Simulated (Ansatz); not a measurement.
The system is CoSi2.

```
Co Si
1.0
     0.00000    2.67800    2.67800
     2.67800    0.00000    2.67800
     2.67800    2.67800    0.00000
Co Si
1 2
Direct
  0.00000 0.00000 0.00000
  0.75000 0.75000 0.75000
  0.25000 0.25000 0.25000
```

Base run:

* Program: Ansatz 0.2.0
* Functional: PBE
* Potentials or basis: Ansatz PAW
* Cutoff: 420 eV (not typed: the program's choice for these potentials)
* k mesh: 7 × 7 × 7
* Occupations: fermi-dirac, width 0.05 eV
* Spin: collinear spin, ferromagnetic start
* Starting moments: [1.0, 0.0, 0.0] μB
* Fixed moment: 1 μB

Its results: pressure 4.8 GPa; site moments Co +0.57; Si +0.09 μB.

After a change of settings the same cell gave: pressure 14.5 GPa; site moments Co +1.16; Si +0.18 μB. Which change was it?
A. fixed moment from 1 μB to 2 μB; moments at the start from [1.0, 0.0, 0.0] to [2.0, 0.0, 0.0]
B. fixed moment from 1 μB to 4 μB; moments at the start from [1.0, 0.0, 0.0] to [4.0, 0.0, 0.0]
C. fixed moment from 1 μB to 3 μB; moments at the start from [1.0, 0.0, 0.0] to [3.0, 0.0, 0.0]
D. fixed moment from 1 μB to 1.5 μB; moments at the start from [1.0, 0.0, 0.0] to [1.5, 0.0, 0.0]

A.

Caveats: the total moment is fixed, so each spin has its own Fermi level; the thresholds are loose for stress.
